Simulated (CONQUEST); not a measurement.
Something may be wrong with this CONQUEST 1.3 calculation of Br.

Contents of Conquest_input:

```
IO.Title Br
IO.Coordinates coords.dat
IO.FractionalAtomicCoords T
IO.Iprint 2
IO.Iprint_init 1
General.NumberOfSpecies 1
General.PseudopotentialType hamann
AtomMove.TypeOfRun static
AtomMove.FullStress T
Grid.GridCutoff 8
DM.SolutionMethod diagon
Diag.MPMesh T
Diag.GammaCentred T
Diag.MPMeshX 5
Diag.MPMeshY 5
Diag.MPMeshZ 2
Diag.kT 0.00183747
minE.SCTolerance 1e-6
Diag.SmearingType 1
Diag.MPOrder 1
SC.MaxIters 80
IO.AtomChargeOutput T
%block ChemicalSpeciesLabel
1 79.900 Br
%endblock
```

coords.dat

```
    5.3800189263     0.0000000000     0.0000000000
    0.0000000000     5.3800189263     0.0000000000
    0.0000000000     0.0000000000    13.5210560708
2
  0.0000000000   0.0000000000   0.0000000000 1 T T T
  0.5000000000   0.5000000000   0.5000000000 1 T T T
```

Potentials or basis: PseudoDojo NC PBEsol, SZP, grid cutoff 8 Ha.

Launch:

```sh
$ Conquest
```

Output:

```text
Simulation cell dimensions:     5.3800 a0 x     5.3800 a0 x    13.5211 a0

      Atomic coordinates (a0)
         Atom         X         Y         Z  Species
            1    0.0000    0.0000    0.0000        1
            2    2.6900    2.6900    6.7605        1

         Monkhorst-Pack mesh:   5 x   5 x   2 gamma-centred
        This calculation includes non-local pseudopotentials,
         with a maximum core radius of      5.89627206

    Job title: Br
    Job to be run: static calculation

    Ground state search:
      Support functions represented with PAO basis
      1:1 PAO to SF mapping
      Non-spin-polarised electrons
      Solving for the K matrix using diagonalisation
      Using order  1 Methfessel-Paxton smearing

    Integration grid size:      8 x    8 x   20

    Integration grid spacing:  0.673 a0 x 0.673 a0 x 0.676 a0

[... 92 lines left out ...]
          Free Energy (E-TS)               :       -31.454079079324107 Ha
          DFT Total Energy                 :       -31.453982956392075 Ha
          Total number of electrons        :        13.999254997010976
    PulayMixSC: Pulay iteration    10 residual:              0.18945E-07
    PulayMixSC: Reached SCF tolerance of  0.18945E-07 after     10 iterations
      | Number of electrons      =        13.999255
[... 1 line left out ...]
      |  screened ion-ion energy =       -22.636195815015693 Ha
      |  Ha correction           =         0.162386658430167 Ha
      |  XC correction           =        -3.004439323231058 Ha
      | GS Energy with kT -> 0   =       -31.454047038346825 Ha
      | Free Energy as E-TS      =       -31.454079079324107 Ha
      |* Harris-Foulkes energy   =       -31.453982956392267 Ha
      |* DFT total energy        =       -31.453982956392075 Ha
      |  estimated accuracy      =        -0.000000000000192 Ha

    force: Forces on atoms (Ha/a0)
    force:  Atom   X              Y              Z
    force:     1   0.0000000000  -0.0000000000  -0.0000000000
    force:     2  -0.0000000000   0.0000000000   0.0000000000

    force: Maximum force :        0.00000000(Ha/a0) on atom         1 in z direction
    force: Force Residual:        0.00000000 Ha/a0
    force: Total stress:        -17.21113757     0.00000266     0.00000006 GPa
                             0.00000266   -17.21113757     0.00000006
                             0.00000006     0.00000006   -25.91164515
    force: Average pressure:     20.11130676 GPa

    force: Finished force
    get_E_and_F: Change in energy during last step of electronic optimisation:  0.74162E-06

    BIBLIOGRAPHY: Please consider citing the following references in the conquest.bib file

    CONQUEST:         Bowler2002pt, Miyazaki2004, Nakata2020
    Basis:            Bowler2019
    DM:               Bowler:2006xr
    Pseudopotentials: Hamann2013, Bowler2019
    XC references from LibXC:
```

**Question.** Diagnose the run.

**Answer.** The calculation finished and met its thresholds. The input holds a flaw that was put in on purpose: grid cutoff far too low (Grid.GridCutoff = 8). The program doesn't stop on it, so the numbers can't be trusted though the run ends normally.
